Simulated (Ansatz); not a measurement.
Isolated molecules relaxed with PBE0-D4/def2-TZVP in Ansatz; ΔE leaves out vibrations. CBS: MP2 limit from def2 TZ/QZ plus the TZ coupled-cluster correction, frozen cores. This one scheme is used for every species. DFT in def2-TZVPP. B3LYP here is the variant with VWN-RPA as its local correlation; programs differ in this. Open shells (•) are unrestricted, without spin–orbit coupling. Elements past krypton have def2 core potentials. For I outer-core shells are correlated without core-valence functions, which leaves a few kJ/mol of doubt a bond.

`I[SiH](I)I` + `F[C](F)F`• → `I[Si](I)I`• + `FC(F)F`  (hydrogen abstraction from the Si–H bond)

| level | ΔE (kJ/mol) | difference from CCSD(T)/CBS |
| --- | --- | --- |
| revPBE-D4 | -112.6 | -6.9 |
| B97M-V | -113.6 | -7.9 |
| B3LYP-D4 | -110.8 | -5.1 |
| ωB97M-V | -104.4 | 1.3 |
| B3LYP | -110.6 | -4.9 |
| r2SCANh | -101.8 | 3.9 |
| r2SCAN0 | -99.9 | 5.8 |
| CAM-B3LYP | -102.2 | 3.5 |
| RPA@PBE/def2-TZVPP | -106.7 | -1.0 |
| HF/def2-SVP | -85.0 | 20.7 |
| CCSD(T)/def2-SVP | -106.3 | -0.6 |
| MP2/def2-TZVPP | -105.0 | 0.7 |
| SCS-MP2/def2-TZVPP | -104.4 | 1.3 |
| CCSD/def2-TZVPP | -102.1 | 3.6 |
| CCSD(T)/def2-TZVPP | -105.5 | 0.2 |
| HF/def2-QZVPP | -77.7 | 28.0 |
| CCSD(T)/CBS | -105.7 | 0 |

Largest T1 diagnostic among the species: 0.014.

From PBE to PBE0 (25 % exact exchange), in def2-TZVPP and without D4, ΔE moves by +6.9 kJ/mol. Leaving LDA and LC-ωPBE aside and taking each functional with its dispersion term where it has one, the values, not all of them listed here, spread over 19.9 kJ/mol, from BLYP-D4 to ωB97X-V. LDA lies −8.6 kJ/mol from PBE without D4.

CCSD(T)/CBS has its own doubt, a few kJ/mol and more with outer-core shells, so smaller differences from it don't rank the levels.
